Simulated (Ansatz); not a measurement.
## Zr under changes of volume

One of the cells (23.281 Å³/atom); the others are scaled copies at fixed shape and fractional positions:

```xyz
2
Lattice="3.2320 0.0000 0.0000 -1.6160 2.7990 0.0000 0.0000 0.0000 5.1470" Properties=species:S:1:pos:R:3 pbc="T T T"
Zr    1.6160    0.9330    3.8603
Zr    0.0000    1.8660    1.2868
```

* Program: Ansatz 0.2.0
* Functional: PBE
* Potentials or basis: Ansatz PAW
* Cutoff: 420 eV (not typed: the program's choice for these potentials)
* k mesh: 9 × 9 × 5
* Occupations: fermi-dirac, width 0.05 eV
* Spin: no spin polarisation

| volume (Å³/atom) | energy over the lowest point (meV/atom) | pressure (GPa) |
| --- | --- | --- |
| 21.884 | ? | ? |
| 22.350 | 14.76 | 4.7 |
| 22.815 | 4.36 | 2.5 |
| 23.281 | 0.00 | 0.5 |
| 23.746 | 1.20 | -1.4 |
| 24.212 | 7.54 | -3.1 |
| 24.678 | 18.62 | -4.6 |

Q: What does the run at 21.884 Å³/atom give?

A: Energy over the lowest point 31.70 meV/atom; pressure 7.0 GPa.

Worked out: A Birch-Murnaghan fit of order 3 (a polynomial in V^(-2/3)) to the other rows has its minimum at 23.41 Å³/atom with B0 = V·E''(V) = 94 GPa and B' = 3.1 at fixed shape and positions, which overstates the stiffness. It gives 31.75 meV/atom at 21.884 Å³/atom, against the run's 31.70, and -dE/dV = 7.0 GPa, against 7.0.

Energies are extrapolated to zero smearing.
